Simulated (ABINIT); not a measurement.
Crystal: Hf.

```xyz
2
Lattice="3.1967 0.0000 0.0000 -1.5983 2.7684 0.0000 0.0000 0.0000 5.0578" Properties=species:S:1:pos:R:3 pbc="T T T"
Hf    1.5984    0.9228    3.7934
Hf    0.0000    1.8456    1.2645
```

Base run:

```yaml
Program: ABINIT 10.8.3 (patched build)
Functional: LDA
Potentials_or_basis: JTH PAW PBE v2.0
Cutoff: 626 eV
k_mesh: 10 × 10 × 5
Occupations: fermi-dirac, width 0.05 eV
Spin: no spin polarisation
```

Its results: band gap on the k mesh none (metal or under the smearing width); pressure -8.0 GPa.

Q: The run is repeated on the same cell with these changes: functional from LDA to r2SCAN. What comes out?

A: Band gap on the k mesh none (metal or under the smearing width); pressure -0.3 GPa.

Caveats: the PAW data sets were made with another functional, which shifts forces and pressure a little; spin-orbit coupling is left out, which moves the levels of the heavy elements.
